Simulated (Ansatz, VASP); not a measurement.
# One calculation of Se, two programs

Contents of INCAR:

```
ALGO = Normal
EDIFF = 1E-7
ENCUT = 520
ISIF = 2
ISMEAR = -1
LASPH = T
LCHARG = F
LREAL = F
LWAVE = F
NBANDS = 16
NELM = 100
PREC = Accurate
SIGMA = 0.03
```

File KPOINTS:

```
k-points
0
Gamma
  6 6 5
```

POSCAR

```
Se
1.0
    4.3661999489      0.0000000000      0.0000000000
   -2.1830999745      3.7812400738      0.0000000000
    0.0000000000      0.0000000000      4.8545280000
Se
3
Direct
    0.2254000000      0.0000000000      0.3333333333
    0.0000000000      0.2254000000      0.6666666667
    0.7746000000      0.7746000000      0.0000000000
```

Input for Ansatz:

```yaml
crystal:
  lattice:
    - [4.3661999489, 0.0, 0.0]
    - [-2.1830999745, 3.7812400738, 0.0]
    - [0.0, 0.0, 4.854528]
  atoms:
    - { symbol: Se, position: [0.2254, 0.0, 0.3333333333] }
    - { symbol: Se, position: [0.0, 0.2254, 0.6666666667] }
    - { symbol: Se, position: [0.7746, 0.7746, 0.0] }
kpoints:
  mp_grid: { grid: [6, 6, 5] }
  band_path:
    path:
      - [0.0, 0.0, 0.0]
      - [0.5, 0.0, 0.0]
      - [0.3333333333, 0.3333333333, 0.0]
      - [0.0, 0.0, 0.0]
      - [0.0, 0.0, 0.5]
      - [0.5, 0.0, 0.5]
      - [0.3333333333, 0.3333333333, 0.5]
      - [0.0, 0.0, 0.5]
      - [0.5, 0.0, 0.5]
    npoints: 5
scf:
  occupations: { method: fermi_dirac, width: 0.03 }
hamiltonian:
  xc: lda
  pseudopotentials: { kind: all_electron, lapw: { basis_error: 0.0005 } }
output:
  forces: true
  stress: true
  eigenvalues: true
```

Change from the starting cell: zz strain of -2 %.

Alike in both runs: task single point; functional LDA; k mesh 6 × 6 × 5; occupations fermi-dirac, width 0.03 eV; no spin polarisation.

|  | VASP | Ansatz |
| --- | --- | --- |
| version | VASP 6.6.1 | Ansatz 0.2.0 |
| potentials or method | VASP PAW LDA potentials, release 64 (Se) | all-electron LAPW, scalar-relativistic |
| plane-wave cutoff (eV) | 520 | see its input |

|  | VASP | Ansatz | Ansatz less VASP |
| --- | --- | --- | --- |
| gap on the k mesh at the Fermi level (eV) | 1.14 | 1.15 | +0.011 |
| pressure (GPa) | 0.6 | 0.3 | -0.24 |
| largest component of the traceless stress (GPa) | 1.95 | 1.86 | -0.088 |
| rms of the force components (eV/Å) | 0.294 | 0.261 | -0.0333 |

Atom by atom the forces differ by 0.033 eV/Å (rms over components). Ansatz ran all-electron here, so the differences hold the error of VASP's frozen core and of both bases.

Caveats: an odd mesh through Γ misses points on the zone boundary, where band edges often lie.
